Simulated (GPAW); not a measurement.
# BN (F-43m) in GPAW: further runs

The runs below take BN through relaxation of cell and atoms, with PBEsol.

Program: GPAW 26.7.0. These are calculated values, not measurements. Logs are shortened: lines on timing, memory, paths and dates and some standing lists are left out, and cuts for length are marked. The log counts tension as positive stress, the text compression.

## Step 1: The structure

Symmetry: F-43m, No. 216, cubic system. Conventional cell: a = 3.626 Å, b = 3.626 Å, c = 3.626 Å, α = 90.00°, β = 90.00°, γ = 90.00°. N (site symmetry -43m) is surrounded by 4 B at 1.57 Å. B (site symmetry -43m) has 4 N at 1.57 Å as nearest neighbours.

The cell is a database's computed one.

## Step 2: Relaxation of cell and atoms, PBEsol, target pressure 10 GPa, at which the enthalpy is minimised

The input, run.py:

```python
from ase import Atoms
from ase.filters import FrechetCellFilter
from ase.io import write
from ase.optimize import BFGS
from ase.units import GPa
from gpaw import GPAW, PW, setup_paths

setup_paths.insert(0, '.')

atoms = Atoms(['N', 'B'],
              cell=[[0.0, 1.813001, 1.813001],
                    [1.813001, 0.0, 1.813001],
                    [1.813001, 1.813001, 0.0]],
              scaled_positions=[[0.25, 0.25, 0.25],
                                [0.0, 0.0, 0.0]],
              pbc=True)

calc = GPAW(mode=PW(800),
            xc='PBEsol',
            kpts={'size': (13, 13, 13), 'gamma': True},
            occupations={'name': 'fermi-dirac', 'width': 0.05},
            nbands=11,
            convergence={'density': 1e-05, 'forces': 0.0001},
            maxiter=150,
            txt='gpaw.txt')
atoms.calc = calc
opt = BFGS(FrechetCellFilter(atoms, scalar_pressure=10 * GPa), trajectory='relax.traj', logfile='-')
done = opt.run(fmax=0.02, steps=60)
calc.write('gs.gpw')
write('result.traj', atoms)
print('Converged:', done)
print('Cell:', atoms.cell.cellpar().round(4))
print('Volume:', round(atoms.get_volume(), 4))
print(atoms.get_scaled_positions().round(5))
```

Potentials or basis: PAW data sets generated in the run's folder for this functional, pw.

Started as:

```console
$ gpaw-setup -f PBEsol B N
$ OMP_NUM_THREADS=1 python run.py
```

gpaw.txt:

```text
__  _  _
 | _ |_)|_||  |
 |__||  | ||/\| - 26.7.0

Input parameters:
  mode=PW(ecut=800.0),
  convergence={'density': 1e-05, 'forces': 0.0001},
  kpts=MonkhorstPack(size=(13, 13, 13), gamma=True),
  maxiter=150,
  nbands=11,
  occupations=Occupations(name='fermi-dirac', width=0.05),
  xc=XC(name='PBEsol')

Diagonalizing LCAO Hamiltonian
Converting LCAO to pw mode

          N
       B

Atoms  # Å, Bohr magnetons
|   | symbol |        x |        y |        z |    initial magnetic moments |
|---|--------|----------|----------|----------|-----------------------------|
| 0 |      N | 0.906501 | 0.906501 | 0.906501 | ( 0.0000,  0.0000,  0.0000) |
| 1 |      B | 0.000000 | 0.000000 | 0.000000 | ( 0.0000,  0.0000,  0.0000) |

Unit cell  # Å
| periodic |        x |        y |        z |  lengths |    angles |
|----------|----------|----------|----------|----------|-----------|
|      yes | 0.000000 | 1.813001 | 1.813001 | 2.563971 | 60.000000 |
|      yes | 1.813001 | 0.000000 | 1.813001 | 2.563971 | 60.000000 |
|      yes | 1.813001 | 1.813001 | 0.000000 | 2.563971 | 60.000000 |

Number of symmetries: 24
Symmetry operations  # r_c * U_cc + t_c -> r_c
|    | kind |            matrix            |
|----|------|------------------------------|
|  0 |  E   |  1, 0, 0,  0, 1, 0,  0, 0, 1 |
|  1 |  σ   |  1, 0, 0,  0, 0, 1,  0, 1, 0 |
|  2 |  σ   |  1, 0,-1,  0, 1,-1,  0, 0,-1 |
|  3 |  C3  |  1, 0,-1,  0, 0,-1,  0, 1,-1 |
|  4 |  C3  |  1,-1, 0,  0,-1, 1,  0,-1, 0 |
|  5 |  σ   |  1,-1, 0,  0,-1, 0,  0,-1, 1 |
|  6 |  σ   |  0, 1, 0,  1, 0, 0,  0, 0, 1 |
|  7 |  C3  |  0, 1, 0,  0, 0, 1,  1, 0, 0 |
|  8 |  C2  |  0, 1,-1,  1, 0,-1,  0, 0,-1 |
|  9 |  S4  |  0, 1,-1,  0, 0,-1,  1, 0,-1 |
| 10 |  C3  |  0, 0, 1,  1, 0, 0,  0, 1, 0 |
| 11 |  σ   |  0, 0, 1,  0, 1, 0,  1, 0, 0 |
| 12 |  S4  |  0, 0,-1,  1, 0,-1,  0, 1,-1 |
| 13 |  C3  |  0, 0,-1,  0, 1,-1,  1, 0,-1 |
[... 143 lines left out ...]
SCF iterations
|iter     | |      energy | eigst |  dens |force |
|---------|-|-------------|-------|-------|------|
|iter:   1| |  -19.304475 | +0.09 |       |      |
|iter:   2| |  -19.133115 | -2.09 | -0.75 |      |
|iter:   3| |  -18.467661 | -1.41 | -0.79 |      |
|iter:   4| |  -18.454416 | -3.01 | -1.40 |      |
|iter:   5| |  -18.453198 | -3.60 | -1.86 |      |
|iter:   6| |  -18.453225c| -5.43 | -2.62 |      |
|iter:   7| |  -18.453225c| -7.20 | -3.64 |      |
|iter:   8| |  -18.453225c| -7.56c| -4.42 |      |
|iter:   9| |  -18.453225c| -8.90c| -5.65c|      |
|iter:  10| |  -18.453225c| -9.94c| -6.44c|-15.85c|

Converged in 10 steps
Energy contributions relative to reference atoms: (reference = -2141.827435)

Energy contributions:
  Kinetic:          15.937205
  Coulomb:         -15.396840
  Zero:              0.101575
  External:          0.000000
  Xc:              -19.095165
  Entropy:          -0.000000
  Spinorbit:         0.000000
  ----------------------------
  Free energy:     -18.453225
  Extrapolated:    -18.453225
[... 26 lines left out ...]
Stress tensor  # eV/Ang^3
|         x |         y |         z |
|-----------|-----------|-----------|
|  0.046990 |  0.000000 | -0.000000 |
|  0.000000 |  0.046990 | -0.000000 |
| -0.000000 | -0.000000 |  0.046990 |

Forces  # eV/Ang
|       x |        y |        z |
|---------|----------|----------|
| 0.00000 | -0.00000 | -0.00000 |  # N    0
| 0.00000 |  0.00000 |  0.00000 |  # B    1

Interpolating wave functions to new cell

          N
       B

Atoms  # Å, Bohr magnetons
|   | symbol |         x |        y |        z |    initial magnetic moments |
|---|--------|-----------|----------|----------|-----------------------------|
| 0 |      N |  0.902289 | 0.902289 | 0.902289 | ( 0.0000,  0.0000,  0.0000) |
| 1 |      B | -0.000000 | 0.000000 | 0.000000 | ( 0.0000,  0.0000,  0.0000) |

Unit cell  # Å
| periodic |         x |         y |        z |  lengths |    angles |
|----------|-----------|-----------|----------|----------|-----------|
|      yes | -0.000000 |  1.804578 | 1.804578 | 2.552058 | 60.000000 |
|      yes |  1.804578 | -0.000000 | 1.804578 | 2.552058 | 60.000000 |
|      yes |  1.804578 |  1.804578 | 0.000000 | 2.552058 | 60.000000 |

Number of symmetries: 24
Symmetry operations  # r_c * U_cc + t_c -> r_c
|    | kind |            matrix            |
|----|------|------------------------------|
|  0 |  E   |  1, 0, 0,  0, 1, 0,  0, 0, 1 |
|  1 |  σ   |  1, 0, 0,  0, 0, 1,  0, 1, 0 |
|  2 |  σ   |  1, 0,-1,  0, 1,-1,  0, 0,-1 |
|  3 |  C3  |  1, 0,-1,  0, 0,-1,  0, 1,-1 |
|  4 |  C3  |  1,-1, 0,  0,-1, 1,  0,-1, 0 |
|  5 |  σ   |  1,-1, 0,  0,-1, 0,  0,-1, 1 |
|  6 |  σ   |  0, 1, 0,  1, 0, 0,  0, 0, 1 |
|  7 |  C3  |  0, 1, 0,  0, 0, 1,  1, 0, 0 |
|  8 |  C2  |  0, 1,-1,  1, 0,-1,  0, 0,-1 |
|  9 |  S4  |  0, 1,-1,  0, 0,-1,  1, 0,-1 |
| 10 |  C3  |  0, 0, 1,  1, 0, 0,  0, 1, 0 |
| 11 |  σ   |  0, 0, 1,  0, 1, 0,  1, 0, 0 |
| 12 |  S4  |  0, 0,-1,  1, 0,-1,  0, 1,-1 |
| 13 |  C3  |  0, 0,-1,  0, 1,-1,  1, 0,-1 |
[... 143 lines left out ...]
SCF iterations
|iter     | |      energy | eigst |  dens |force |
|---------|-|-------------|-------|-------|------|
|iter:   1| |  -18.460347 | -1.91 |       |      |
|iter:   2| |  -18.459629 | -4.90 | -2.08 |      |
|iter:   3| |  -18.457133c| -3.89 | -2.14 |      |
|iter:   4| |  -18.457119c| -5.59 | -2.90 |      |
|iter:   5| |  -18.457122c| -6.09 | -3.33 |      |
|iter:   6| |  -18.457123c| -7.35 | -4.14 |      |
|iter:   7| |  -18.457123c| -7.62c| -4.79 |      |
|iter:   8| |  -18.457123c| -8.36c| -5.89c|      |
|iter:   9| |  -18.457123c| -9.42c| -6.45c|-15.95c|

Converged in 9 steps
Energy contributions relative to reference atoms: (reference = -2141.827435)

Energy contributions:
  Kinetic:          17.175319
  Coulomb:         -16.334116
  Zero:              0.101817
  External:          0.000000
  Xc:              -19.400142
  Entropy:           0.000000
  Spinorbit:         0.000000
  ----------------------------
  Free energy:     -18.457123
  Extrapolated:    -18.457123
[... 26 lines left out ...]
Stress tensor  # eV/Ang^3
|         x |         y |         z |
|-----------|-----------|-----------|
|  0.014462 | -0.000000 | -0.000000 |
| -0.000000 |  0.014462 |  0.000000 |
| -0.000000 |  0.000000 |  0.014462 |

Forces  # eV/Ang
|        x |        y |        z |
|----------|----------|----------|
|  0.00000 | -0.00000 | -0.00000 |  # N    0
| -0.00000 | -0.00000 |  0.00000 |  # B    1

Interpolating wave functions to new cell

          N
       B

Atoms  # Å, Bohr magnetons
|   | symbol |         x |         y |        z |    initial magnetic moments |
|---|--------|-----------|-----------|----------|-----------------------------|
| 0 |      N |  0.892856 |  0.892856 | 0.892856 | ( 0.0000,  0.0000,  0.0000) |
| 1 |      B | -0.000000 | -0.000000 | 0.000000 | ( 0.0000,  0.0000,  0.0000) |

Unit cell  # Å
| periodic |        x |         y |         z |  lengths |    angles |
|----------|----------|-----------|-----------|----------|-----------|
|      yes | 0.000000 |  1.785713 |  1.785713 | 2.525379 | 60.000000 |
|      yes | 1.785713 | -0.000000 |  1.785713 | 2.525379 | 60.000000 |
|      yes | 1.785713 |  1.785713 | -0.000000 | 2.525379 | 60.000000 |

Number of symmetries: 24
Symmetry operations  # r_c * U_cc + t_c -> r_c
|    | kind |            matrix            |
|----|------|------------------------------|
|  0 |  E   |  1, 0, 0,  0, 1, 0,  0, 0, 1 |
|  1 |  σ   |  1, 0, 0,  0, 0, 1,  0, 1, 0 |
|  2 |  σ   |  1, 0,-1,  0, 1,-1,  0, 0,-1 |
|  3 |  C3  |  1, 0,-1,  0, 0,-1,  0, 1,-1 |
|  4 |  C3  |  1,-1, 0,  0,-1, 1,  0,-1, 0 |
|  5 |  σ   |  1,-1, 0,  0,-1, 0,  0,-1, 1 |
|  6 |  σ   |  0, 1, 0,  1, 0, 0,  0, 0, 1 |
|  7 |  C3  |  0, 1, 0,  0, 0, 1,  1, 0, 0 |
|  8 |  C2  |  0, 1,-1,  1, 0,-1,  0, 0,-1 |
|  9 |  S4  |  0, 1,-1,  0, 0,-1,  1, 0,-1 |
| 10 |  C3  |  0, 0, 1,  1, 0, 0,  0, 1, 0 |
| 11 |  σ   |  0, 0, 1,  0, 1, 0,  1, 0, 0 |
| 12 |  S4  |  0, 0,-1,  1, 0,-1,  0, 1,-1 |
| 13 |  C3  |  0, 0,-1,  0, 1,-1,  1, 0,-1 |
[... 143 lines left out ...]
SCF iterations
|iter     | |      energy | eigst |  dens |force |
|---------|-|-------------|-------|-------|------|
|iter:   1| |  -18.461171 | -1.21 |       |      |
|iter:   2| |  -18.457628 | -4.22 | -1.74 |      |
|iter:   3| |  -18.445028 | -3.19 | -1.79 |      |
|iter:   4| |  -18.444953 | -4.90 | -2.56 |      |
|iter:   5| |  -18.444965c| -5.40 | -2.98 |      |
|iter:   6| |  -18.444968c| -6.67 | -3.80 |      |
|iter:   7| |  -18.444968c| -7.71c| -4.44 |      |
|iter:   8| |  -18.444968c| -9.09c| -5.61c|      |
|iter:   9| |  -18.444968c|-10.25c| -6.24c|-16.05c|

Converged in 9 steps
Energy contributions relative to reference atoms: (reference = -2141.827435)

Energy contributions:
  Kinetic:          20.052694
  Coulomb:         -18.500784
  Zero:              0.101542
  External:          0.000000
  Xc:              -20.098419
  Entropy:          -0.000000
  Spinorbit:         0.000000
  ----------------------------
  Free energy:     -18.444968
  Extrapolated:    -18.444968
[... 26 lines left out ...]
Stress tensor  # eV/Ang^3
|         x |         y |         z |
|-----------|-----------|-----------|
| -0.065122 | -0.000000 |  0.000000 |
| -0.000000 | -0.065122 | -0.000000 |
|  0.000000 | -0.000000 | -0.065122 |

Forces  # eV/Ang
|        x |        y |        z |
|----------|----------|----------|
|  0.00000 |  0.00000 |  0.00000 |  # N    0
| -0.00000 | -0.00000 | -0.00000 |  # B    1

# Writing to gs.gpw (mode='')
```

Run time: 44 s. Hardware: 1 thread of Arm Neoverse V1, shared host; peak memory 0.16 GiB.

Results:

```yaml
Free_energy: -18.4450 eV
Relaxed_volume: 5.69 Å³/atom
Relaxed_cell: a = 2.525 Å, b = 2.525 Å, c = 2.525 Å, α = 60.00°, β = 60.00°, γ = 60.00°
Space_group_after_relaxing_to_0.05_Å: F-43m (No. 216)
Energy_change_on_relaxing_the_enthalpy_is_what_falls: +4.1 meV/atom
Ionic_steps: 3
Pressure_after_relaxing: 10.4 GPa
Band_gap_on_the_k_mesh: 4.40 eV, indirect (least direct gap 8.94 eV)
```

Step by step:
```csv
step,energy change (eV),largest force (eV/Å),pressure (GPa),volume (Å³)
1,0.0000,0.0000,-7.53,11.92
2,-0.0039,0.0000,-2.32,11.75
3,0.0083,0.0000,10.43,11.39
```

Final structure:
```
CELL_PARAMETERS angstrom
0.00000 1.78571 1.78571
1.78571 0.00000 1.78571
1.78571 1.78571 0.00000
ATOMIC_POSITIONS crystal
N 0.25000 0.25000 0.25000
B 0.00000 0.00000 0.00000
```

Caveat: later steps reuse the first step's grids; an odd mesh through Γ misses points on the zone boundary, where band edges often lie.

## Step 3: Relaxation of cell and atoms, PBEsol, target pressure 20 GPa, at which the enthalpy is minimised

run.py, as its differences from that of step 2:

```diff
@@ -26,3 +26,3 @@
 atoms.calc = calc
-opt = BFGS(FrechetCellFilter(atoms, scalar_pressure=10 * GPa), trajectory='relax.traj', logfile='-')
+opt = BFGS(FrechetCellFilter(atoms, scalar_pressure=20 * GPa), trajectory='relax.traj', logfile='-')
 done = opt.run(fmax=0.02, steps=60)
```

Potentials or basis: PAW data sets generated in the run's folder for this functional, pw.

Started as:

```console
$ gpaw-setup -f PBEsol B N
$ OMP_NUM_THREADS=1 python run.py
```

Wall time 56 s (1 thread of Arm Neoverse V1, shared host); peak memory 0.17 GiB.

The run converged. Its results:

| Property | Result |
| --- | --- |
| Free energy | -18.4198 eV |
| Relaxed volume | 5.57 Å³/atom |
| Relaxed cell | a = 2.507 Å, b = 2.507 Å, c = 2.507 Å, α = 60.00°, β = 60.00°, γ = 60.00° |
| Space group after relaxing (to 0.05 Å) | F-43m (No. 216) |
| Energy change on relaxing (the enthalpy is what falls) | +16.7 meV/atom |
| Ionic steps | 4 |
| Pressure after relaxing | 20.0 GPa |
| Band gap on the k mesh | 4.43 eV, indirect (least direct gap 9.04 eV) |

Step by step:
```tsv
step	energy change (eV)	largest force (eV/Å)	pressure (GPa)	volume (Å³)
1	0.0000	0.0000	-7.53	11.92
2	-0.0034	0.0000	0.76	11.66
3	0.0371	0.0000	21.08	11.12
4	0.0334	0.0000	19.96	11.15
```

Final structure:
```cif
data_structure
_symmetry_space_group_name_H-M 'P 1'
_symmetry_Int_Tables_number 1
_cell_length_a 2.5074
_cell_length_b 2.5074
_cell_length_c 2.5074
_cell_angle_alpha 60.000
_cell_angle_beta 60.000
_cell_angle_gamma 60.000
_cell_volume 11.15
loop_
_atom_site_label
_atom_site_type_symbol
_atom_site_fract_x
_atom_site_fract_y
_atom_site_fract_z
_atom_site_occupancy
N1 N 0.25000 0.25000 0.25000 1
B1 B 0.00000 0.00000 0.00000 1
```

Levels at points of the mesh, in eV from the valence-band top:
| k point | band 2 | band 3 | band 4 | band 5 | band 6 | band 7 |
| --- | --- | --- | --- | --- | --- | --- |
| (0.00, 0.00, 0.00) | 0.00 | 0.00 | 0.00 | 9.04 | 9.04 | 9.04 |

Caveat: later steps reuse the first step's grids; an odd mesh through Γ misses points on the zone boundary, where band edges often lie. Expect the measured gap to be larger: semilocal functionals such as PBEsol lack the derivative discontinuity.
